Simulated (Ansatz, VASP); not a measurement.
Two plane-wave programs on Pt

```
Pt
1.0
    -1.60081    1.60081    1.60081
     1.60081   -1.60081    1.60081
     1.60081    1.60081   -1.60081
Pt
1
Direct
  0.00000 0.00000 0.00000
```

Alike in both runs: task single point; functional PBE; k mesh 18 × 18 × 18; occupations gaussian, width 0.05 eV; no spin polarisation.

|  | VASP | Ansatz |
| --- | --- | --- |
| version | VASP 6.6.1 | Ansatz 0.2.0 |
| potentials or method | VASP PAW PBE potentials, release 64 (Pt) | scalar-relativistic, plane waves, PAW |
| plane-wave cutoff (eV) | 520 | 420 |
| valence electrons in the cell | 10 | 18 |

```tsv
	VASP	Ansatz	Ansatz less VASP
gap on the k mesh at the Fermi level (eV)	none	none	-
pressure (GPa)	-8.4	-8.0	+0.40
```

A gap of «none» marks a metal or a gap that the smearing closes. The two sets of potentials don't hold the same shells in valence.

Spin-orbit coupling is left out, which matters for the levels of Pt.
